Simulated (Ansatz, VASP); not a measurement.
## One calculation of Rh, two programs

```
CELL_PARAMETERS angstrom
0.00000 1.86392 1.91505
1.86392 0.00000 1.91505
1.86392 1.86392 0.00000
ATOMIC_POSITIONS crystal
Rh 0.00000 0.00000 0.00000
```

Change from the starting cell: engineering shear strain xy +0.0000, equal normal strain along x and y -0.0267.

Alike in both runs: task single point; functional PBE; k mesh 20 × 20 × 20; occupations gaussian, width 0.15 eV; no spin polarisation.

|  | VASP | Ansatz |
| --- | --- | --- |
| version | VASP 6.6.1 | Ansatz 0.2.0 |
| potentials or method | VASP PAW PBE potentials, release 64 (Rh_pv) | scalar-relativistic, plane waves, PAW |
| plane-wave cutoff (eV) | 520 | 420 |
| valence electrons in the cell | 15 | 17 |

VASP gave:

| Property | Result |
| --- | --- |
| gap on the k mesh at the Fermi level (eV) | none |
| pressure (GPa) | 16.2 |
| largest component of the traceless stress (GPa) | 4.99 |

Problem. What did Ansatz give for the same quantities?

Solution. gap on the k mesh at the Fermi level (eV): none; pressure (GPa): 16.2; largest component of the traceless stress (GPa): 5.01.

A gap of «none» marks a metal or a gap that the smearing closes. The two sets of potentials don't hold the same shells in valence.

Caveats: so large a pressure means that the cell lies far from this level's equilibrium, or that cutoff or potentials fall short (VASP).
